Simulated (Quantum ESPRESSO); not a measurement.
Crystal: ZrB2.

```xyz
3
Lattice="3.1700 0.0000 0.0000 -1.5850 2.7453 0.0000 0.0000 0.0000 3.5330" Properties=species:S:1:pos:R:3 pbc="T T T"
Zr    0.0000    0.0000    0.0000
B     1.5850    0.9151    1.7665
B     0.0000    1.8302    1.7665
```

Base run:

* Program: Quantum ESPRESSO 7.5
* Functional: LDA
* Potentials or basis: GBRV 1.5 LDA
* Cutoff: 612 eV
* Density cutoff: 4898 eV
* k mesh: 10 × 10 × 8
* Occupations: fermi-dirac, width 0.05 eV
* Spin: no spin polarisation

Its results: band gap on the k mesh none (metal or under the smearing width); pressure -8.4 GPa.

The run is repeated on the same cell with these changes: functional from LDA to PBEsol; potentials or basis from GBRV 1.5 LDA to GBRV 1.5 PBEsol. What comes out?

Band gap on the k mesh none (metal or under the smearing width); pressure -4.0 GPa.
